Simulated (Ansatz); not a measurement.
# Run times of several calculations on Si3N4

Cell: 14 atoms, space group P6_3, a = 7.595 Å, b = 7.595 Å, c = 2.902 Å, α = 90.00°, β = 90.00°, γ = 120.00°.

All runs are DFT with Ansatz 0.2.0 on 1 thread of AMD EPYC 9R45 (Zen 5) (x86_64; 16 cores open to the job, memory cap 3.0 GiB, no GPU), a shared host.

Q: Rank the runs by wall time, shortest first.
A. single point at relaxed positions, r2SCAN, gradients read without the response of the cores, 500 eV, 4×4×10 k-points, smearing 0.02 eV
B. relaxation of the ions, PBE, gradients read without the response of the cores, 420 eV, 4×4×10 k-points, smearing 0.02 eV
C. single point, PBE, gradients read without the response of the cores, 420 eV, 4×4×10 k-points, smearing 0.02 eV

A: C (5.8 s, 0.47 GiB), A (12 s, 0.8 GiB), B (48 s, 0.51 GiB).
